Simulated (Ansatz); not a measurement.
# CaSe: computed DOS

```cif
data_structure
_symmetry_space_group_name_H-M 'P6_3/mmc'
_symmetry_Int_Tables_number 194
_cell_length_a 5.0298
_cell_length_b 5.0298
_cell_length_c 5.8929
_cell_angle_alpha 90.000
_cell_angle_beta 90.000
_cell_angle_gamma 120.000
_cell_volume 129.11
loop_
_atom_site_label
_atom_site_type_symbol
_atom_site_symmetry_multiplicity
_atom_site_Wyckoff_symbol
_atom_site_fract_x
_atom_site_fract_y
_atom_site_fract_z
_atom_site_occupancy
Ca1 Ca 2 d 0.33333 0.66667 0.75000 1
Se1 Se 2 c 0.33333 0.66667 0.25000 1
```

The runs use the primitive cell with vectors (5.030, 0.000, 0.000), (-2.515, 4.356, 0.000), (0.000, 0.000, 5.893) Å, to which the k mesh refers.

The cell was built from the wurtzite type and relaxed in the same program, and has space group P6_3/mmc; it needn't be a known or the stable phase. The relaxation left the symmetry of that type.

The calculation used DFT, PBE, all-electron LAPW, scalar-relativistic in Ansatz 0.2.0.

Settings: a Γ-centred 9×9×5 k mesh, Fermi–Dirac smearing of 0.05 eV, basis error target 1 meV/atom, no spin polarisation.

States per eV and cell, averaged over 0.4 eV, from -11.8 to 4.4 eV, with energies (bin centres) from the valence-band top; empty bins are left out. The partial columns, the largest 4 alone, are projections on Löwdin-orthogonalised atomic shells (those that the program's projection atoms carry: the occupied ones and, for some elements, an empty d or f shell; other empty shells have no column), summed over atoms of an element. Weights on diffuse s and p shells depend on that basis and aren't pure angular character.

| E (eV) | total | Se 4p | Se 4s | Ca 4s | Ca 3p |
| --- | --- | --- | --- | --- | --- |
| -11.7 | 0.01 | 0.00 | 0.01 | 0.00 | 0.00 |
| -11.3 | 5.11 | 0.00 | 4.40 | 0.66 | 0.04 |
| -10.9 | 4.88 | 0.00 | 4.74 | 0.08 | 0.03 |
| -2.5 | 3.81 | 3.04 | 0.02 | 0.64 | 0.01 |
| -2.1 | 4.26 | 3.59 | 0.05 | 0.48 | 0.03 |
| -1.7 | 5.64 | 5.18 | 0.03 | 0.17 | 0.05 |
| -1.3 | 7.37 | 6.81 | 0.03 | 0.11 | 0.04 |
| -0.9 | 7.28 | 6.80 | 0.00 | 0.02 | 0.03 |
| -0.5 | 1.57 | 1.49 | 0.00 | 0.00 | 0.01 |
| -0.1 | 0.07 | 0.06 | 0.00 | 0.00 | 0.00 |
| 2.7 | 0.41 | 0.00 | 0.01 | 0.03 | 0.00 |
| 3.1 | 2.64 | 0.03 | 0.04 | 0.14 | 0.00 |
| 3.5 | 5.07 | 0.10 | 0.10 | 0.44 | 0.00 |
| 3.9 | 3.25 | 0.08 | 0.04 | 0.26 | 0.00 |
| 4.3 | 3.79 | 0.07 | 0.05 | 0.30 | 0.00 |

Which of the resolved shells contributes most in the top eV of the valence band?

Se 4p, with 94 % of all states there; Ca 3p follows with 0 %.
